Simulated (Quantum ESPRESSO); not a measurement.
The system is InP.

```xyz
2
Lattice="0.0000 2.9305 2.9305 2.9305 0.0000 2.9305 2.9305 2.9305 0.0000" Properties=species:S:1:pos:R:3 pbc="T T T"
In    0.0000    0.0000    0.0000
P     4.3957    4.3957    4.3957
```

Program: Quantum ESPRESSO 7.5. Alike in all runs: task dielectric tensor; no spin polarisation; cell as given; k mesh 6 × 6 × 6, shifted; cutoff (eV) 762; smearing fermi-dirac 0.05 eV.

Order these runs on this cell by their pressure, lowest first.
A. level PBEsol; potentials or basis GBRV 1.5 PBEsol
B. level LDA; potentials or basis GBRV 1.5 LDA; form of the LDA correlation PZ81
C. level BLYP; potentials or basis GBRV 1.5 PBE

B (-1.4 GPa), A (0.4 GPa), C (6.6 GPa).

Caveats: the potentials were made for another functional, which shifts forces and pressure (some runs); the cell is more than 3 GPa from zero pressure, which shifts response properties (some runs).

Runs at the PBE level aren't shown here.
